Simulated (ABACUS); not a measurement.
Here is an ABACUS 3.10.1 calculation.

run_abacus.py

```python
"""ABACUS run from a structure file: ASE reads it, the script writes STRU, KPT and INPUT."""
import re
import subprocess
import spglib
from ase import Atoms
from ase.io import read
from ase.units import Bohr

atoms = read("GaP.cif")
cell, frac, numbers = spglib.standardize_cell((atoms.cell[:], atoms.get_scaled_positions(), atoms.numbers), to_primitive=True, symprec=1e-4)
atoms = Atoms(numbers=numbers, cell=cell, scaled_positions=frac, pbc=True)  # the primitive cell
atoms = atoms[(-atoms.numbers).argsort(kind="stable")]  # ABACUS lists atoms element by element
pseudo = {'Ga': 'Ga.upf', 'P': 'P.upf'}
orbital = {}
magmoms = None
kmesh = [6, 6, 6]
params = {
    'suffix': 'GaP',
    'calculation': 'scf',
    'basis_type': 'pw',
    'pseudo_dir': './',
    'symmetry': 1,
    'dft_functional': 'revpbe',
    'ecutwfc': 81,
    'pseudo_rcut': 10,
    'nspin': 1,
    'nbands': 19,
    'ks_solver': 'dav',
    'smearing_method': 'fd',
    'smearing_sigma': 0.00367493,
    'scf_thr': 1e-08,
    'scf_nmax': 100,
    'mixing_type': 'broyden',
    'mixing_beta': 0.7,
    'cal_force': 1,
    'cal_stress': 1,
    'out_chg': 1,
    'kpar': 4,
}

symbols = atoms.get_chemical_symbols()
elements = list(dict.fromkeys(symbols))
lines = ["ATOMIC_SPECIES"] + [f"{e} {atoms.get_masses()[symbols.index(e)]:.4f} {pseudo[e]}" for e in elements]
if orbital:
    lines += ["", "NUMERICAL_ORBITAL"] + [orbital[e] for e in elements]
lines += ["", "LATTICE_CONSTANT", f"{1 / Bohr:.10f}", "", "LATTICE_VECTORS"]
lines += [" ".join(f"{x:.10f}" for x in v) for v in atoms.cell]
lines += ["", "ATOMIC_POSITIONS", "Direct"]
for e in elements:
    lines += ["", e, "0.0", str(symbols.count(e))]
    for i, p in enumerate(atoms.get_scaled_positions(wrap=False)):
        if symbols[i] == e:
            mag = "" if magmoms is None else " mag " + " ".join(str(x) for x in (magmoms[i] if isinstance(magmoms[i], list) else [magmoms[i]]))
            lines.append(" ".join(f"{x:.10f}" for x in p) + " 1 1 1" + mag)
open("STRU", "w").write("\n".join(lines) + "\n")
open("KPT", "w").write("K_POINTS\n0\nGamma\n%d %d %d 0 0 0\n" % tuple(kmesh))
open("INPUT", "w").write("INPUT_PARAMETERS\n" + "".join(f"{k:<20s}{v}\n" for k, v in params.items()))

done = subprocess.run(['mpirun', '-np', '4', 'abacus'])
if done.returncode:
    raise SystemExit(done.returncode)
log = open("OUT.GaP/running_scf.log").read()
print("final energy (eV):", re.findall(r"FINAL_ETOT_IS (\S+)", log))
```

Contents of GaP.cif:

```cif
data_GaP
_cell_length_a 5.45050000
_cell_length_b 5.45050000
_cell_length_c 5.45050000
_cell_angle_alpha 90.00000000
_cell_angle_beta 90.00000000
_cell_angle_gamma 90.00000000
_space_group_name_H-M_alt 'F-43m'
_space_group_name_Hall 'F -4 2 3'
_space_group_IT_number 216
loop_
_space_group_symop_operation_xyz
'x,y,z'
'y,-x,-z'
'-x,-y,z'
'-y,x,-z'
'x,-y,-z'
'y,x,z'
'-x,y,-z'
'-y,-x,z'
'z,x,y'
'-z,y,-x'
'z,-x,-y'
'-z,-y,x'
'-z,x,-y'
'z,y,x'
'-z,-x,y'
'z,-y,-x'
'y,z,x'
'-x,-z,y'
'-y,z,-x'
'x,-z,-y'
'-y,-z,x'
'x,z,y'
'y,-z,-x'
'-x,z,-y'
'x,y+1/2,z+1/2'
'y,-x+1/2,-z+1/2'
'-x,-y+1/2,z+1/2'
'-y,x+1/2,-z+1/2'
'x,-y+1/2,-z+1/2'
'y,x+1/2,z+1/2'
'-x,y+1/2,-z+1/2'
'-y,-x+1/2,z+1/2'
'z,x+1/2,y+1/2'
'-z,y+1/2,-x+1/2'
'z,-x+1/2,-y+1/2'
'-z,-y+1/2,x+1/2'
'-z,x+1/2,-y+1/2'
'z,y+1/2,x+1/2'
'-z,-x+1/2,y+1/2'
'z,-y+1/2,-x+1/2'
'y,z+1/2,x+1/2'
'-x,-z+1/2,y+1/2'
'-y,z+1/2,-x+1/2'
'x,-z+1/2,-y+1/2'
'-y,-z+1/2,x+1/2'
'x,z+1/2,y+1/2'
'y,-z+1/2,-x+1/2'
'-x,z+1/2,-y+1/2'
'x+1/2,y,z+1/2'
'y+1/2,-x,-z+1/2'
'-x+1/2,-y,z+1/2'
'-y+1/2,x,-z+1/2'
'x+1/2,-y,-z+1/2'
'y+1/2,x,z+1/2'
'-x+1/2,y,-z+1/2'
'-y+1/2,-x,z+1/2'
'z+1/2,x,y+1/2'
'-z+1/2,y,-x+1/2'
'z+1/2,-x,-y+1/2'
'-z+1/2,-y,x+1/2'
'-z+1/2,x,-y+1/2'
'z+1/2,y,x+1/2'
'-z+1/2,-x,y+1/2'
'z+1/2,-y,-x+1/2'
'y+1/2,z,x+1/2'
'-x+1/2,-z,y+1/2'
'-y+1/2,z,-x+1/2'
'x+1/2,-z,-y+1/2'
'-y+1/2,-z,x+1/2'
'x+1/2,z,y+1/2'
'y+1/2,-z,-x+1/2'
'-x+1/2,z,-y+1/2'
'x+1/2,y+1/2,z'
'y+1/2,-x+1/2,-z'
'-x+1/2,-y+1/2,z'
'-y+1/2,x+1/2,-z'
'x+1/2,-y+1/2,-z'
'y+1/2,x+1/2,z'
'-x+1/2,y+1/2,-z'
'-y+1/2,-x+1/2,z'
'z+1/2,x+1/2,y'
'-z+1/2,y+1/2,-x'
'z+1/2,-x+1/2,-y'
'-z+1/2,-y+1/2,x'
'-z+1/2,x+1/2,-y'
'z+1/2,y+1/2,x'
'-z+1/2,-x+1/2,y'
'z+1/2,-y+1/2,-x'
'y+1/2,z+1/2,x'
'-x+1/2,-z+1/2,y'
'-y+1/2,z+1/2,-x'
'x+1/2,-z+1/2,-y'
'-y+1/2,-z+1/2,x'
'x+1/2,z+1/2,y'
'y+1/2,-z+1/2,-x'
'-x+1/2,z+1/2,-y'
loop_
_atom_site_label
_atom_site_type_symbol
_atom_site_symmetry_multiplicity
_atom_site_Wyckoff_symbol
_atom_site_fract_x
_atom_site_fract_y
_atom_site_fract_z
_atom_site_occupancy
Ga1 Ga 4 a 0.0000000000 0.0000000000 0.0000000000 1
P1 P 4 c 0.2500000000 0.2500000000 0.2500000000 1
```

Potentials or basis: PseudoDojo NC SR 0.5 PBE standard, plane waves.

Command:

```console
$ OMP_NUM_THREADS=1 python run_abacus.py > log
```

Problem. Predict the band gap on the k mesh.

Solution. 1.73 eV, indirect (least direct gap 1.92 eV).

Problem. What does it give for the pressure?

Solution. 4.2 GPa.

Caveat: the potentials were made for another functional, which shifts forces and pressure.

**Experimental background.**

“Stacking defects in GaP nanowires: Electronic structure and optical properties”, 2018, arxiv:1810.01194 quotes, for a bulk crystal of GaP at 10 K: band gap 2.34 eV (indirect).

Against the measured gap of GaP, 2.34 eV (indirect; 10 K; quoted in “Stacking defects in GaP nanowires: Electronic structure and optical properties”, 2018, arxiv:1810.01194), the calculated 1.73 eV is off by -0.61 eV. Spin-orbit coupling on Ga is left out. The value is that of revPBE on a finite k mesh, which can miss the band edges, without temperature or zero-point motion. Semilocal functionals fall short of measured gaps as a rule.
